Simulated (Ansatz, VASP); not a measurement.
One calculation of CdS, two programs

```xyz
2
Lattice="0.0000 2.6156 2.6844 2.6156 0.0000 2.6844 2.6156 2.6156 0.0000" Properties=species:S:1:pos:R:3 pbc="T T T"
Cd    0.0000    0.0000    0.0000
S     2.6156    2.6156    2.6844
```

Change from the starting cell: strain -0.050 along x and y, -0.025 along z, atoms carried along.

Alike in both runs: task single point; functional PBE; k mesh 10 × 10 × 10; occupations gaussian, width 0.03 eV; no spin polarisation.

|  | VASP | Ansatz |
| --- | --- | --- |
| version | VASP 6.6.1 | Ansatz 0.2.0 |
| potentials or method | VASP PAW PBE potentials, release 64 (Cd, S) | scalar-relativistic, plane waves, PAW |
| plane-wave cutoff (eV) | 520 | 420 |
| valence electrons in the cell | 18 | 26 |

```csv
,VASP,Ansatz,Ansatz less VASP
gap on the k mesh at the Fermi level (eV),0.09,0.10,+0.009
least direct gap on the mesh (eV),2.35,2.38,+0.033
pressure (GPa),12.5,11.8,-0.69
largest component of the traceless stress (GPa),2.57,2.47,-0.101
```

The two sets of potentials don't hold the same shells in valence.
